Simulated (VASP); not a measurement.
# TiSe2 (P-3m1) in VASP: notebook, part 2 of 2

VASP 6.6.1. Earlier steps stand in the parts before.

## Step 3: Band structure, LDA

The COD entry that gives the cell may itself be a prediction, so a difference from it is no test against experiment.

Input file INCAR:

```
PREC     = Accurate       # precision mode
ENCUT    = 520            # plane-wave cutoff, eV
EDIFF    = 1E-6           # SCF threshold, eV
ISMEAR   = 1              # smearing method
SIGMA    = 0.1            # smearing width, eV
LREAL    = False          # projectors in reciprocal space
LASPH    = True           # aspherical terms in the spheres
NELM     = 80             # most SCF steps
ALGO     = Normal         # electronic algorithm
ISIF     = 2              # what is computed and relaxed
LWAVE    = False          # write WAVECAR
LCHARG   = False          # write CHGCAR
LMAXMIX  = 4              # l up to which the mixer works
NBANDS   = 19             # bands
KPAR     = 4
```

Input file KPOINTS:

```
Automatic mesh
0
Gamma
  12 12 6
```

Input file POSCAR:

```
TiSe2                                   
1.0
    3.4835335887     -0.0000000000      0.0000000000
   -1.7417667943      3.0168285828     -0.0000000000
    0.0000000000      0.0000000000      5.8570485974
  Ti              Se            
     1     2
Direct
     0.0000000000000000    0.0000000000000000    0.0000000000000000
     0.3333333332999970    0.6666666667000030    0.2651999706857799
     0.6666666667000030    0.3333333332999970    0.7348000293142201
```

KPOINTS_OPT is that of step 2.

Potentials or basis: VASP PAW LDA potentials, release 64 (Ti_sv, Se).

Run with:

```
> cat potpaw_LDA.64/Ti_sv/POTCAR potpaw_LDA.64/Se/POTCAR > POTCAR
> mpirun -np 4 vasp_std > vasp.out
```

OUTCAR:

```text
PREC = Accurate
   ENCUT = 520
   EDIFF = 1E-6
   ISMEAR = 1
   LREAL = False
   LASPH = True
   NELM = 80
   ISIF = 2

 ion  position               nearest neighbor table
   1  0.000  0.000  0.000-   2 2.54   3 2.54   3 2.54   2 2.54   3 2.54   2 2.54
   2  0.333  0.667  0.265-   1 2.54   1 2.54   1 2.54
   3  0.667  0.333  0.735-   1 2.54   1 2.54   1 2.54

  LATTYP: Found a hexagonal cell.
 ALAT       =     3.4835335887
 C/A-ratio  =     1.6813526978

  Lattice vectors:

 A1 = (   3.4835335887,   0.0000000000,   0.0000000000)
 A2 = (  -1.7417667943,   3.0168285828,   0.0000000000)
 A3 = (   0.0000000000,   0.0000000000,   5.8570485974)

Analysis of symmetry for initial positions (statically):
=====================================================================
 Subroutine PRICEL returns:
 Original cell was already a primitive cell.

 Routine SETGRP: Setting up the symmetry group for a
 hexagonal supercell.

 Subroutine GETGRP returns: Found 12 space group operations
 (whereof 12 operations were pure point group operations)
 out of a pool of 24 trial point group operations.

The static configuration has the point symmetry D_3d.

Analysis of symmetry for dynamics (positions and initial velocities):
=====================================================================
 Subroutine PRICEL returns:
 Original cell was already a primitive cell.

 Routine SETGRP: Setting up the symmetry group for a
 hexagonal supercell.

 Subroutine GETGRP returns: Found 12 space group operations
 (whereof 12 operations were pure point group operations)
 out of a pool of 24 trial point group operations.

The dynamic configuration has the point symmetry D_3d.

 Subroutine INISYM returns: Found 12 space group operations
 (whereof 12 operations are pure point group operations),
 and found     1 'primitive' translations

----------------------------------------------------------------------------------------
[... 115 lines left out ...]
     AMIX_MAG =   1.60;   BMIX_MAG =  1.00
  volume/ion in A,a.u.               =      20.52       138.46
  Fermi-wavevector in a.u.,A,eV,Ry     =   1.195993  2.260100 19.461774  1.430400
  Thomas-Fermi vector in A             =   2.331945
   LORBIT       =      0    0 simple, 1 ext, 2 COOP (PROOUT), +10 PAW based schemes
   GGA     = CA    functional components
   LHFCALC =     F    Hartree Fock is set to
   AEXX    =    0.0000 exact exchange contribution
   IVDW    =     0    specifies the selected vdW correction
   LEPSILON=     F    determine dielectric tensor
   LRPA    =     F    only Hartree local field effects (RPA)
 non-spin polarized calculation
 Methfessel and Paxton  Order N= 1 SIGMA  =   0.10
  energy-cutoff  :      520.00
  volume of cell :       61.55
 maximum number of plane-waves:      1690
 NGX is ok and might be reduce to    28
   NGX = 13   NGY = 13   NGZ = 21

 number of electron      24.0000000 magnetization

 Free energy of the ion-electron system (eV)
  ---------------------------------------------------
  ext. energy  EPLUGINS =         0.00000000
  ---------------------------------------------------
  free energy    TOTEN  =       -20.32001899 eV

  energy without entropy =      -20.32000894  energy(sigma->0) =      -20.32001564

 E-fermi :   5.3083     XC(G=0): -10.5825

 val. band max:        5.2923017720   @ k =   0.0000   0.4167   0.1667
 cond. band min:       5.3206259916   @ k =   0.0000   0.3333   0.1667
 fundamental gap:      0.0283242196
 Fermi energy:         5.3083215036

 k-point     1 :       0.0000    0.0000    0.0000
  band No.  band energies     occupation
      1     -51.4618      2.00000
      2     -28.0862      2.00000
      3     -28.0688      2.00000
      4     -28.0688      2.00000
      5      -8.8679      2.00000
      6      -7.2480      2.00000
[... 505 lines left out ...]
      6      -7.2600      2.00000
[... 11 lines left out ...]
     18      12.3061      0.00000
     19      12.9128      0.00000

 [... further k-points ...]

------------------------ aborting loop because EDIFF is reached ----------------------------------------

  FORCE on cell =-STRESS in cart. coord.  units (eV):
  Direction    XX          YY          ZZ          XY          YZ          ZX
  --------------------------------------------------------------------------------------
  -------------------------------------------------------------------------------------
  Total       -1.1600561     -1.1600561     -1.1839966     -0.0000000     -0.0000000     -0.0000000
  in kB      -30.1953540    -30.1953540    -30.8185062     -0.0000000     -0.0000000     -0.0000000
  external PRESSURE =     -30.4030714 kB  Pullay stress =       0.0000000 kB

 VOLUME and BASIS-vectors are now :
 -----------------------------------------------------------------------------
  energy-cutoff  :      520.00
  volume of cell :       61.55
      direct lattice vectors                 reciprocal lattice vectors
     3.483533589  0.000000000  0.000000000     0.287064836  0.165736961  0.000000000
    -1.741766794  3.016828583  0.000000000     0.000000000  0.331473921  0.000000000
     0.000000000  0.000000000  5.857048597     0.000000000  0.000000000  0.170734455

 POSITION                                       TOTAL-FORCE (eV/Angst)
 -----------------------------------------------------------------------------------
      0.00000      0.00000      0.00000        -0.000000      0.000000      0.000000
     -0.00000      2.01122      1.55329         0.000000      0.000000     -0.310001
      1.74177      1.00561      4.30376         0.000000     -0.000000      0.310001
 -----------------------------------------------------------------------------------
    total drift:                               -0.000000     -0.000000      0.000000

  FREE ENERGIE OF THE ION-ELECTRON SYSTEM (eV)
  ---------------------------------------------------
  free  energy   TOTEN  =       -20.3200189939 eV

  energy  without entropy=      -20.3200089391  energy(sigma->0) =      -20.32001564
```

OSZICAR:

```text
N       E                     dE             d eps       ncg     rms          rms(c)
DAV:   1     0.198481485557E+03    0.19848E+03   -0.11439E+04  3800   0.124E+03
DAV:   2    -0.405584011787E+01   -0.20254E+03   -0.19630E+03  3985   0.324E+02
DAV:   3    -0.224578286294E+02   -0.18402E+02   -0.17885E+02  5281   0.925E+01
[... 33 lines left out ...]
DAV:   9    -0.269710985224E+05   -0.37657E-06     2684
       N       E                     dE             ncg
DAV:   1     0.583415331499E+05   -0.12019E+05      494
DAV:   2     0.558635574379E+05   -0.24780E+04      523
DAV:   3     0.556585219986E+05   -0.20504E+03      651
DAV:   4     0.556521894421E+05   -0.63326E+01      665
DAV:   5     0.556519257044E+05   -0.26374E+00      704
DAV:   6     0.556519241948E+05   -0.15096E-02      638
DAV:   7     0.556519241671E+05   -0.27688E-04      701
DAV:   8     0.556519241670E+05   -0.95766E-07      511
```

stdout:

```text
POSCAR found type information on POSCAR TiSe
 POSCAR found :  2 types and       3 ions
 scaLAPACK will be used
 LDA part: xc-table for (Slater(with rela. corr.)+CA(PZ))
 , standard interpolation
 POSCAR, INCAR and KPOINTS ok, starting setup
 FFT: planning ... GRIDC
 FFT: planning ... GRID_SOFT
 FFT: planning ... GRID
 WAVECAR not read
 entering main loop
 Start KPOINTS_OPT (optional k-point list driver)
k-point batch [1-100\213]
k-point batch [101-200\213]
k-point batch [201-213\213]
```

Wall time 75 s (4 MPI ranks of Intel Xeon Platinum 8488C (Sapphire Rapids), shared host); peak memory 0.29 GiB.

Results:

| Property | Result |
| --- | --- |
| Free energy | -20.3200 eV |
| Pressure | -3.0 GPa |
| Largest force | 0.310 eV/Å |
| Band gap along the path | none (metal or under the smearing width) |

Forces in eV/Å, atoms in the order of the input:
```
Ti   0.000  0.000  0.000
Se   0.000  0.000 -0.310
Se   0.000  0.000  0.310
```

Levels at the corners of the path, in eV from the Fermi level:
| point | band 9 | band 10 | band 11 | band 12 | band 13 | band 14 | band 15 | band 16 |
| --- | --- | --- | --- | --- | --- | --- | --- | --- |
| Γ | -2.21 | 0.43 | 0.50 | 0.50 | 0.55 | 0.66 | 0.66 | 3.33 |
| M | -2.89 | -2.84 | -2.19 | -1.38 | 0.04 | 1.45 | 1.87 | 3.24 |
| M | -2.89 | -2.84 | -2.19 | -1.38 | 0.04 | 1.45 | 1.87 | 3.24 |
| K | -4.09 | -2.64 | -2.64 | -2.35 | 1.21 | 1.74 | 1.74 | 2.64 |
| K | -4.09 | -2.64 | -2.64 | -2.35 | 1.21 | 1.74 | 1.74 | 2.64 |
| Γ | -2.21 | 0.43 | 0.50 | 0.50 | 0.55 | 0.66 | 0.66 | 3.33 |
| Γ | -2.21 | 0.43 | 0.50 | 0.50 | 0.55 | 0.66 | 0.66 | 3.33 |
| A | -2.12 | -2.12 | 0.33 | 0.33 | 0.48 | 0.48 | 1.26 | 3.79 |
| A | -2.12 | -2.12 | 0.33 | 0.33 | 0.48 | 0.48 | 1.26 | 3.79 |
| L | -2.78 | -2.51 | -1.05 | -0.79 | -0.27 | 1.45 | 1.84 | 3.09 |
| L | -2.78 | -2.51 | -1.05 | -0.79 | -0.27 | 1.45 | 1.84 | 3.09 |
| H | -3.78 | -3.38 | -2.05 | -2.05 | 1.22 | 1.24 | 1.24 | 3.66 |
| H | -3.78 | -3.38 | -2.05 | -2.05 | 1.22 | 1.24 | 1.24 | 3.66 |
| A | -2.12 | -2.12 | 0.33 | 0.33 | 0.48 | 0.48 | 1.26 | 3.79 |
| L | -2.78 | -2.51 | -1.05 | -0.79 | -0.27 | 1.45 | 1.84 | 3.09 |
| M | -2.89 | -2.84 | -2.19 | -1.38 | 0.04 | 1.45 | 1.87 | 3.24 |
| K | -4.09 | -2.64 | -2.64 | -2.35 | 1.21 | 1.74 | 1.74 | 2.64 |
| H | -3.78 | -3.38 | -2.05 | -2.05 | 1.22 | 1.24 | 1.24 | 3.66 |

## Step 4: Band structure, r2SCAN

INCAR, as its differences from that of step 3:

```diff
@@ -13,2 +13,4 @@
 LMAXMIX  = 4              # l up to which the mixer works
+METAGGA  = R2SCAN         # meta-GGA
+LMIXTAU  = True         
 NBANDS   = 19             # bands
```

KPOINTS is that of step 3.

POSCAR is that of step 3.

KPOINTS_OPT is that of step 3.

Potentials or basis: VASP PAW PBE potentials, release 64 (Ti_sv, Se).

Run with:

```
> cat potpaw_PBE.64/Ti_sv/POTCAR potpaw_PBE.64/Se/POTCAR > POTCAR
> mpirun -np 4 vasp_std > vasp.out
```

Wall time 4.2 min (4 MPI ranks of Intel Xeon Platinum 8488C (Sapphire Rapids), shared host); peak memory 0.31 GiB.

Results (log left out):

```yaml
Free_energy: -45.3977 eV
Pressure: 3.3 GPa
Largest_force: 0.307 eV/Å
Band_gap_along_the_path: none (metal or under the smearing width)
```

Forces in eV/Å, atoms in the order of the input:
```
Ti   0.000  0.000  0.000
Se   0.000  0.000 -0.307
Se   0.000  0.000  0.307
```

Stress tensor (GPa, compression positive):
```
3.95 0.00 0.00
0.00 3.95 0.00
0.00 0.00 2.05
```

Levels at the corners of the path, in eV from the Fermi level:
```
point  band 10  band 11  band 12  band 13  band 14  band 15
    Γ     0.22     0.46     0.46     0.55     0.55     0.69
    M    -3.07    -2.53    -1.64     0.11     1.55     2.02
    M    -3.07    -2.53    -1.64     0.11     1.55     2.02
    K    -2.91    -2.91    -2.64     1.36     1.82     1.82
    K    -2.91    -2.91    -2.64     1.36     1.82     1.82
    Γ     0.22     0.46     0.46     0.55     0.55     0.69
    Γ     0.22     0.46     0.46     0.55     0.55     0.69
    A    -2.45     0.13     0.13     0.53     0.53     1.41
    A    -2.45     0.13     0.13     0.53     0.53     1.41
    L    -2.83    -1.32    -1.06    -0.17     1.54     1.98
    L    -2.83    -1.32    -1.06    -0.17     1.54     1.98
    H    -3.64    -2.37    -2.37     1.37     1.37     1.37
    H    -3.64    -2.37    -2.37     1.37     1.37     1.37
    A    -2.45     0.13     0.13     0.53     0.53     1.41
    L    -2.83    -1.32    -1.06    -0.17     1.54     1.98
    M    -3.07    -2.53    -1.64     0.11     1.55     2.02
    K    -2.91    -2.91    -2.64     1.36     1.82     1.82
    H    -3.64    -2.37    -2.37     1.37     1.37     1.37
```

Caveat: the PAW data sets were made with another functional, which shifts forces and pressure a little.

## Step 5: The runs side by side

| level | potentials or basis | pressure (GPa) | largest force (eV/Å) |
| --- | --- | --- | --- |
| PBE | VASP PAW PBE potentials, release 64 (Ti_sv, Se) | 3.6 | 0.01 |
| LDA | VASP PAW LDA potentials, release 64 (Ti_sv, Se) | -3.0 | 0.31 |
| r2SCAN | VASP PAW PBE potentials, release 64 (Ti_sv, Se) | 3.3 | 0.31 |

Alike in all rows: task band structure; no spin polarisation; cell as given; k mesh 12 × 12 × 6; cutoff (eV) 520; smearing methfessel-paxton 0.1 eV.

Caveats: the PAW data sets were made with another functional, which shifts forces and pressure a little (some runs).

Total energies depend on the potentials used, so only differences within one code and one set of settings carry meaning.
